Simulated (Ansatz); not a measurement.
# Σ5 (310) boundary in bcc Ta with Cu (substitutional): structure and resistance, part 2 of 2

Wanted: what the Σ5 (310) boundary in bcc Ta with Cu (substitutional) costs an interconnect.

Ansatz 0.2.0; Ansatz plane-wave DFT, PBE, PAW files; relaxation of a bicrystal slab with its lowest layers held; PAW set soft_1 (the session's first sound run).

So far. Step 2 (Relaxing the bicrystal): The largest force component on a free atom ends at 0.014 eV/Å, under the tolerance of 0.03, after 15 steps.

### Step 3. Transmission across the boundary

Bulk layers of each grain are laid under and over the relaxed boundary, and a lead is named in the middle of each, away from the free faces. The mesh across the current, 20×20, is finer than the density's, because channels open and close sharply across the zone. Energies from -0.1 to 0.1 eV in steps of 0.05 eV are too few for the program's thermal sum, so it prints no conductance; for a metal the transmission near the Fermi level serves, at a fraction of the cost.

This step: Ansatz plane-wave DFT, PBE, PAW files; ballistic transport by layer matching (Landauer), zero bias; boundary relaxed in a short slab, bulk layers laid on; PAW set soft_1 (Ansatz 0.2.0).

System of this step: Σ5 (310) boundary in bcc Ta with Cu (substitutional). The cell holds 42 atoms: 41 Ta and 1 Cu. Its edges and angles: a = 5.477 Å, b = 3.303 Å, c = 50.810 Å, α = 90.0°, β = 90.0°, γ = 72.5°. It derives from Ta. Regions: lower grain, 17 atoms (17 Ta); boundary, 12 atoms (11 Ta and 1 Cu); upper grain, 13 atoms (13 Ta). Vacuum lies along c.

Input file input.yaml:

```yaml
crystal:
  lattice:
    - [5.4766761838, 0.0, 0.0]
    - [0.9957593061, 3.1488674087, 0.0]
    - [0.0, 0.0, 50.8096604958]
  atoms:
    - { symbol: Ta, position: [-9.2000000003, -6.8999999999, 0.0787251865] }
    - { symbol: Ta, position: [-8.8000000003, -6.5999999999, 0.0992795685] }
    - { symbol: Ta, position: [-8.4000000002, -6.2999999999, 0.1198339505] }
    - { symbol: Ta, position: [-8.0000000002, -5.9999999999, 0.1403883325] }
    - { symbol: Ta, position: [-7.6000000002, -5.6999999999, 0.1609427145] }
    - { symbol: Ta, position: [-7.2000000002, -5.3999999999, 0.1814970965] }
    - { symbol: Ta, position: [-6.8000000002, -5.0999999999, 0.2020514785] }
    - { symbol: Ta, position: [-6.4000000002, -4.7999999999, 0.2226058605] }
    - { symbol: Ta, position: [-6.0000000002, -4.4999999999, 0.2431602425] }
    - { symbol: Ta, position: [-5.6000000002, -4.1999999999, 0.2637146245] }
    - { symbol: Ta, position: [-5.2000000002, -3.8999999999, 0.2842690065] }
    - { symbol: Ta, position: [-4.8000000002, -3.5999999999, 0.3048233885] }
    - { symbol: Ta, position: [-4.4000000001, -3.2999999999, 0.3253777705] }
    - { symbol: Ta, position: [-4.0000000001, -2.9999999999, 0.3459321525] }
    - { symbol: Ta, position: [-3.6000000001, -2.6999999999, 0.3664865345] }
    - { symbol: Ta, position: [-3.2000000001, -2.3999999999, 0.3870409165] }
    - { symbol: Ta, position: [-2.8000000001, -2.0999999999, 0.4075952985] }
    - { symbol: Ta, position: [0.5999999999, 0.2, 0.4281496805] }
    - { symbol: Ta, position: [1.0008920342, 0.4995539829, 0.4482213874] }
    - { symbol: Ta, position: [0.4017532921, 0.799123354, 0.4700280938] }
    - { symbol: Ta, position: [0.8038824049, 0.0980587975, 0.490158465] }
    - { symbol: Ta, position: [0.1996013189, 0.4001993405, 0.5104178093] }
    - { symbol: Ta, position: [0.5851005315, 0.7074497343, 0.5306004719] }
    - { symbol: Cu, position: [0.0835260061, -0.041763003, 0.5496033906] }
    - { symbol: Ta, position: [0.8019287652, 0.5990356174, 0.5775047328] }
    - { symbol: Ta, position: [0.3785041805, 0.3107479097, 0.5857318268] }
    - { symbol: Ta, position: [0.9911039333, 0.0044480334, 0.6140886867] }
    - { symbol: Ta, position: [0.5766178847, 0.7116910577, 0.6321030628] }
    - { symbol: Ta, position: [1.1845135173, 0.4077432414, 0.6540678475] }
    - { symbol: Ta, position: [-2.2154864827, -1.8922567586, 0.6746222295] }
    - { symbol: Ta, position: [-2.6154864828, -2.1922567586, 0.6951766115] }
    - { symbol: Ta, position: [-3.0154864828, -2.4922567586, 0.7157309935] }
    - { symbol: Ta, position: [-3.4154864828, -2.7922567586, 0.7362853755] }
    - { symbol: Ta, position: [-3.8154864828, -3.0922567586, 0.7568397575] }
    - { symbol: Ta, position: [-4.2154864828, -3.3922567586, 0.7773941395] }
    - { symbol: Ta, position: [-4.6154864828, -3.6922567586, 0.7979485215] }
    - { symbol: Ta, position: [-5.0154864828, -3.9922567586, 0.8185029035] }
    - { symbol: Ta, position: [-5.4154864828, -4.2922567586, 0.8390572855] }
    - { symbol: Ta, position: [-5.8154864828, -4.5922567586, 0.8596116675] }
    - { symbol: Ta, position: [-6.2154864828, -4.8922567586, 0.8801660495] }
    - { symbol: Ta, position: [-6.6154864829, -5.1922567586, 0.9007204315] }
    - { symbol: Ta, position: [-7.0154864829, -5.4922567586, 0.9212748135] }
kpoints:
  mp_grid: { grid: [8, 8, 1] }
hamiltonian:
  xc: pbe
  pseudopotentials: { kind: paw, azcp: { folder: soft_1 } }
scf:
  occupations: { method: fermi_dirac, width: 0.1 }
output:
  transmission:
    leads: [[9, 10], [34, 35]]
    kmesh: [20, 20]
    e_range: [-0.1, 0.1]
    de: 0.05
  write_potential: true
  write_density: true
  volumetric_format: npy
  elf: true
```

Run with:

```console
ansatz run input.yaml --threads 4 --pin off --max-ram 15360MiB --backend cpu --events-out ev --progress --plain --runs-dir out
```

Numbers of over 12 decimals in the logs are rounded to 6 here.

Log:

```text
[...]
Crystal: 42 atoms, lattice volume = 876.229 Å³
Basis set: ecut = 420 eV, 17173 PW (Γ)
Bands: 332, of which v1, the nominal top of the filled ones, is band 276 counted from 1 (275 counted from 0)
Symmetry: 2 space group operations
[...]
k-points: 21 of 64 (time reversal used)
[...]
SCF iter   1: F=—  HF=-413908.276665 eV  |F-HF|=—  |Δ(HF+E_count)|=         —  Δρ=2.72e-1  dr2=1.97e3  ethr=3.10e-3  ⟨swp⟩=8.5  Hψ=28030  notcnv=0  defer=102
[...]
SCF iter  15: F=-413880.714941 eV  HF=-413880.714941 eV  |F-HF|=9.78e-9  |Δ(HF+E_count)|=  4.66e-10  Δρ=6.25e-7  dr2=1.59e-8  ethr=1.81e-11  ⟨swp⟩=20.4  Hψ=27321  notcnv=0
SCF 1 converged in 15 iterations: F = -413880.714941 eV  dr2 = 1.59e-8
[...]
transmission: 666 of 6660 steps passed
transmission: 1334 of 6660 steps passed
[...]
transmission: 6660 of 6660 steps passed
WARN: The output density's exchange-correlation potential varies sharply where the density is thin. Do not read a vacuum level from v_tot or v_xc, or from such a field of the output density. On a cell that repeats whose density bears no net charge and no dipole along the vacuum's axis use v_es (v_loc + v_h of the components); under efield.dipole_correction with no amplitude use v_es + v_field, which holds any externa [...]
SCF converged after 15 iterations
Free energy (F): -413880.714941 eV
[...]
Internal energy: -413879.000372 eV  (E = F + TS)
E sigma→0 (E₀):  -413879.857656 eV
Entropy (-TS):   -1.714570 eV (-40.823 meV/atom)
Fermi energy:    15.412793 eV
[...]
--- Band table (eV; the first three rows and the last of 21) ---
  k-point 0: bands = [... 272 lower, 15.8953, 15.9681, 15.9738, 15.9826, 16.0084, 16.0552, 16.0570, 16.0906, ... 52 higher]
  k-point 1: bands = [... 272 lower, 15.5781, 15.5934, 15.6308, 15.6582, 15.7100, 15.7366, 15.7684, 15.7879, ... 52 higher]
  k-point 2: bands = [... 272 lower, 15.0614, 15.1027, 15.1094, 15.1202, 15.1425, 15.1566, 15.2119, 15.2390, ... 52 higher]
  k-point 20: bands = [... 272 lower, 15.7076, 15.7535, 15.7838, 15.7884, 15.8618, 15.8726, 15.9110, 15.9718, ... 52 higher]
--- Transmission ---
  basis      : 157 plane waves across, 60 finite elements along
  points     : 111, standing for a mesh of 20 x 20
  energies   : 5 from -0.100000 to 0.100000 eV about the Fermi level, 0.050000 eV apart; the leads are filled to 0.000000 eV, and channels, transmission and decay are at 0.000000 eV
  crystal 0  : Ta2, at the sites [9, 10], period 2.0887 Å, over 18.80 Å; its Hamiltonian steps by up to 10.7 meV
    offset         : up to 0.0000 Å between an atom of the period and one for which it stands
    channels       : 3.872500e0 a spin
    conductance    : none, the energies end too early or step too widely for 300 K: set another output.transmission.e_range or a lower de, or, where they end at an eighth of basis.ecutwfc, a higher one
[...]
channels       : 3.872500e0 a spin
[...]
junction   : crystal 0 to crystal 1, 12.88 to 37.93 Å
    transmission   : 1.434039e0 a spin
[...]
```

It took 20 min on 4 threads of Arm Neoverse V1, shared host; peak memory 9 GiB; 76 min of CPU time.

The column dr2 measures how far the density is from self-consistency, as an energy; F and HF (Harris–Foulkes) agree once it is small.

This step gave:

```yaml
free_energy: -413880.7149 eV
energy_at_zero_smearing: -413879.8577 eV
fermi_energy: 15.41 eV
cell_area: 17.25 Å²
transmission_per_spin_nearest_the_fermi_level: 1.434
open_channels_per_spin_nearest_the_fermi_level: 3.873
open_channels_per_spin_upper_lead: 3.873
step_of_the_lead_s_potential: 10.7 meV
step_of_the_upper_lead_s_potential: 10.8 meV
```

Per spin. Transmission, zone mean against energy, zero at the Fermi level:

```csv
energy (eV),"transmission, zone mean"
-0.1000,1.55
-0.0500,1.49
0.0000,1.43
0.0500,1.38
0.1000,1.33
```

Per spin. The open channels, zone mean, lead = upper lead by energy, zero at the Fermi level:

```csv
energy (eV),"open channels, zone mean, lead = upper lead"
-0.1000,4.3
-0.0500,4.14
0.0000,3.87
0.0500,3.72
0.1000,3.63
```

Transmission over k1 and k2. At 0.0000 eV from the Fermi level.

Values, 12 rows by 16 columns, each cell a mean:
```
1.22 1.49 1.68 1.82 1.79 1.60 1.43 1.24 1.29 1.54 1.73 1.85 1.78 1.69 1.50 1.23
0.85 0.81 0.92 0.98 0.86 0.93 1.02 1.10 1.24 1.32 1.05 1.02 1.29 1.30 1.17 1.07
0.43 0.25 0.25 0.27 0.46 0.74 0.85 0.92 1.22 1.54 1.54 1.47 1.15 0.93 0.87 0.86
1.08 0.90 0.93 1.09 1.28 1.06 1.13 1.61 2.05 2.14 2.15 1.87 1.49 1.18 1.15 1.13
1.84 1.86 1.79 1.77 1.77 1.49 1.51 1.79 1.95 2.00 1.96 1.69 1.40 1.60 1.88 1.89
2.60 2.52 2.25 1.90 1.93 1.92 2.15 2.33 1.66 2.27 2.15 1.93 1.93 1.93 2.15 2.48
2.24 2.16 1.85 1.70 1.62 1.84 1.98 1.97 1.90 1.94 1.72 1.66 1.83 1.87 2.11 2.30
1.29 1.43 1.52 1.33 1.42 1.85 2.11 2.12 2.01 1.54 1.22 1.36 1.55 1.31 1.20 1.20
0.83 0.95 0.85 1.04 1.54 1.90 2.07 1.91 1.49 1.19 0.92 0.89 0.76 0.59 0.50 0.54
0.61 0.91 0.98 1.12 1.08 0.84 0.95 1.19 1.05 0.96 0.87 0.57 0.41 0.50 0.46 0.41
1.13 1.24 1.44 1.56 1.63 1.60 1.53 1.48 1.28 1.20 1.23 1.40 1.55 1.58 1.47 1.24
1.18 1.39 1.76 1.88 1.95 1.89 1.82 1.41 1.18 1.42 1.77 1.87 1.98 1.91 1.80 1.45
```
Columns: k1 (b1) from -0.5 to 0.45; rows upwards: k2 (b2) from -0.5 to 0.45.

Open channels over k1 and k2. At 0.0000 eV from the Fermi level.

Ten even steps from '0' (1.00) to '9' (7.00):
```
35556655535555665555
33566653335556865553
33355333335653356533
10000011133331333311
11111101135666653110
11111331686666686133
31133566668668666653
88866665555955556666
88866665555555566668
88866655553555566688
88666655555555666688
86666555595555666688
33566668668666653311
13316866666861331111
10113566665311011111
11133331333311100000
33356533565333335533
33555686555333566653
35555665555355566555
55556665555555666555
```
Columns: k1 (b1) from -0.5 to 0.45; rows upwards: k2 (b2) from -0.5 to 0.45.

Valence density in the ca plane at fractional y = 0.958, with atoms of Ta and Cu within 0.2 Å of it. It is the smooth field of the valence electrons, not physical close to the nuclei.

Ten steps, logarithmic in the rise over the least value, from '0' (0 e/Å³) to '9' (44 e/Å³), each cell a mean:
```
00000000000001232100001221000024554200001210
00000000000002444200000000000012342100013432
00000000000002454310000000000001111000024542
00000111100001343200000000000000000000023442
00000132100000122100000000000000000100012221
00000233100000000001121000000000001210000000
00000122100011000001232000000000012321000000
00000000001233100001221000001000002221000012
00000000001344310000110000000000001110000024
00122100001344310000000000000000000000000024
01344310001233200000000000000000000000000023
01455420000111000000001331000000000000000001
01455420000000000000014874100001221000000000
01244310000000000000015996100013443100000000
00111100000000000000014774100024554200000000
```
Columns run along c (16.0 Å, from fractional 0.38 to 0.70 of the cell), rows up along a (5.5 Å). Atoms in or near the plane, at fractional coordinates: Ta at (0.41, 0.20), Cu at (0.55, 0.08), Ta at (0.61, 0.99).

ELF in the ca plane at fractional y = 0.958, with atoms of Ta and Cu within 0.2 Å of it. It is the smooth field of the valence electrons, not physical close to the nuclei.

Values, 8 rows by 16 columns, each cell a mean:
```
0.40 0.37 0.44 0.38 0.34 0.58 0.33 0.30 0.18 0.27 0.34 0.54 0.53 0.33 0.37 0.43
0.20 0.34 0.26 0.37 0.34 0.69 0.43 0.31 0.30 0.23 0.26 0.31 0.30 0.40 0.52 0.63
0.24 0.28 0.50 0.31 0.39 0.35 0.30 0.26 0.23 0.32 0.27 0.48 0.27 0.27 0.32 0.36
0.39 0.36 0.32 0.28 0.31 0.31 0.38 0.44 0.30 0.45 0.31 0.36 0.38 0.35 0.41 0.29
0.36 0.30 0.33 0.32 0.68 0.39 0.42 0.28 0.23 0.34 0.20 0.33 0.26 0.29 0.42 0.45
0.35 0.62 0.33 0.32 0.61 0.36 0.38 0.41 0.28 0.28 0.23 0.42 0.38 0.41 0.37 0.45
0.38 0.55 0.40 0.46 0.28 0.38 0.42 0.33 0.23 0.20 0.34 0.32 0.31 0.43 0.43 0.29
0.32 0.46 0.34 0.43 0.45 0.26 0.38 0.30 0.35 0.20 0.29 0.53 0.55 0.40 0.40 0.32
```
Columns run along c (16.0 Å, from fractional 0.38 to 0.70 of the cell), rows up along a (5.5 Å). Atoms in or near the plane, at fractional coordinates: Ta at (0.41, 0.20), Cu at (0.55, 0.08), Ta at (0.61, 0.99).

Electrostatic potential energy in the ca plane at fractional y = 0.958, with atoms of Ta and Cu within 0.2 Å of it. With pseudopotentials it is smooth inside the atoms' cores, unlike the true potential.

Ten even steps from '0' (-37 eV) to '9' (17 eV), each cell a mean:
```
99999999999998545799997557999962001699986568
99999999999986201589999999999985225899963126
88999988999985100489999999988998778999851015
88899866899997312689999999888999999999862126
88898644689998766888878999988999998889986567
99998644689999889998656899988999986568998889
99999766789878899997545899998899975457999998
99999888998644689997556899988889985457999975
99998999997301479998778999988889987778999852
98765789997301479999999999998899999999999851
97411379998533689999999999999999999999999863
96200158999877899999997447999999889999999986
96200169999999999999983003899987556899999999
98521479999999999999971001799973003799999999
99876799999999888999983003899961001589999899
```
Columns run along c (16.0 Å, from fractional 0.38 to 0.70 of the cell; values clipped at the 3rd and 97th percentile), rows up along a (5.5 Å). Atoms in or near the plane, at fractional coordinates: Ta at (0.41, 0.20), Cu at (0.55, 0.08), Ta at (0.61, 0.99).

Over the solved energies the transmission per spin lies between 1.33 and 1.55, out of 3.93 channels of the lead on average (up to 4.3).

### Step 4. Specific resistance

This step: Ansatz plane-wave DFT, PBE, PAW files; ballistic transport by layer matching (Landauer), zero bias; specific resistance of the boundary; PAW set soft_1 (Ansatz 0.2.0).

This step gave:

* area resistance: 0.9823 fΩ m²
* T over the leads' mean channel count: 0.3655

Averaged over the energies near the Fermi level, 36.6 % of the channels pass, which makes 0.982 fΩ m².

By hand, with T and the leads' channels N averaged over the energies near the Fermi level: RA = A (h/2e²)(1/T − ½[1/N₁ + 1/N₂]) = 17.25×10⁻²⁰ m² × 12 906 Ω × (1/1.438 − ½[1/3.933 + 1/3.933]) = 0.982 fΩ m².

### Step 5. Summary of results

```json
{"specific resistance of the boundary": "0.982 fΩ m²", "share of channels that pass": "0.366"}
```

**Reading.** The boundary has a specific resistance of 0.98 fΩ m². The boundary reflects 63 % of the channels; 0.98 fΩ m² is 9.8×10⁻¹² Ω·cm². That equals the resistance of 7.3 nm of bulk Ta at 300 K (measured 13.5 µΩ cm, CRC Handbook of Chemistry and Physics, 84th ed., 2003, Electrical Resistivity of Pure Metals). One Cu in 17.2 Å² of boundary is a high coverage. In the relaxation the upper grain slid sideways by about 0.9 Å, so the result belongs to the position that it found, not to the starting one. Each plane of this narrow cell holds one atom, so the solute fills a whole plane. One starting structure was relaxed; another shift or atom count at the boundary may lie lower. Spin-orbit coupling is left out, which matters for Ta.

[Logs are printed without paths, hosts, clocks, repeated set-up lines and the standing remarks that a program may print on its own settings, such as how far it seeks lower states.]

[Hosts, paths, dates, database ids (printed as entryN), source tags and the programs' standing remarks are cut or masked in the printed files.]
